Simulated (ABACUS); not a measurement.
Rh: equation of state with B86bPBE

**Measured values to compare with.**

From “Thermal equation of state of rhodium characterized by XRD in a resistively heated diamond anvil cell”, 2024, pmc:11535440, for a bulk crystal of Rh: bulk modulus 264 ± 1 GPa.

Rh:

```xyz
1
Lattice="0.0000 1.8979 1.8979 1.8979 0.0000 1.8979 1.8979 1.8979 0.0000" Properties=species:S:1:pos:R:3 pbc="T T T"
Rh    0.0000    0.0000    0.0000
```

```
Program             : ABACUS 3.10.1
Task                : equation of state
Functional          : B86bPBE
Potentials or basis : PseudoDojo NC SR 0.5 PBE standard
Cutoff              : 1211 eV
Density cutoff      : 4844 eV
Basis               : plane waves
k mesh              : 10 × 10 × 10
Occupations         : fermi-dirac, width 0.05 eV
Spin                : no spin polarisation
```

The equilibrium volume is 14.18 Å³/atom and the bulk modulus is 251 GPa. The pressure derivative of the bulk modulus is 5.1 (rough: it moves with the points fitted).

Energy against volume, from the lowest point:
```csv
volume (Å³/atom),energy (meV/atom)
12.851,116.33
13.398,34.85
13.945,0.00
14.492,1.95
```

All runs of the series together: 14 s on 4 threads of Intel(R) Xeon(R) Platinum 8375C CPU @ 2.90GHz (Ice Lake), on a shared host.

Measured bulk modulus of Rh: 264 GPa (quoted in “Thermal equation of state of rhodium characterized by XRD in a resistively heated diamond anvil cell”, 2024, pmc:11535440). This calculation gives 251 GPa (-4.8 %). The fit is for a static lattice scaled at fixed shape and fixed fractional positions.

Caveat: the potentials were made for another functional, which shifts forces and pressure.
